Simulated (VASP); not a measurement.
## BAs: relaxation of cell and atoms with AM05

The system is BAs.

```
B As
1.0
     0.00000    2.38850    2.38850
     2.38850    0.00000    2.38850
     2.38850    2.38850    0.00000
B As
1 1
Direct
  0.00000 0.00000 0.00000
  0.25000 0.25000 0.25000
```

```
Program                : VASP 6.6.1
Task                   : relaxation of cell and atoms
Functional             : AM05
Potentials or basis    : VASP PAW PBE potentials, release 64 (B, As)
Cutoff                 : 600 eV
k mesh                 : 10 × 10 × 10
Occupations            : gaussian, width 0.03 eV
Spin                   : no spin polarisation
Further INCAR settings : ALGO = Normal; EDIFF = 1e-06; IBRION = 2; EDIFFG = -0.01; NSW = 90; ISIF = 3
```

```
Relaxed volume                         : 13.60 Å³/atom
Relaxed cell                           : a = 3.376 Å, b = 3.376 Å, c = 3.376 Å, α = 60.00°, β = 60.00°, γ = 60.00°
Space group after relaxing (to 0.05 Å) : F-43m (No. 216)
Energy gained by relaxing              : 0.0 meV/atom
Ionic steps                            : 2
Pressure after relaxing                : 0.1 GPa
Band gap on the k mesh                 : 1.11 eV, indirect (least direct gap 3.23 eV)
```

Final structure:
```
CELL_PARAMETERS angstrom
0.00000 2.38699 2.38699
2.38699 0.00000 2.38699
2.38699 2.38699 0.00000
ATOMIC_POSITIONS crystal
B 0.00000 0.00000 0.00000
As 0.25000 0.25000 0.25000
```

Levels at points of the mesh, in eV from the valence-band top:
| k point | band 2 | band 3 | band 4 | band 5 | band 6 | band 7 |
| --- | --- | --- | --- | --- | --- | --- |
| (0.00, 0.00, 0.00) | 0.00 | 0.00 | 0.00 | 3.23 | 3.23 | 3.23 |
| (0.50, 0.00, 0.00) | -8.83 | -1.84 | -1.84 | 2.70 | 4.73 | 4.73 |
| (0.50, 0.50, 0.00) | -8.53 | -4.12 | -4.12 | 1.35 | 1.38 | 11.37 |

It took 9.7 s on 1 thread of Intel(R) Xeon(R) 6975P-C (Granite Rapids) (shared host), peak memory 0.17 GiB.

Caveat: the PAW data sets were made with another functional, which shifts forces and pressure a little. A k mesh can miss the band edges.
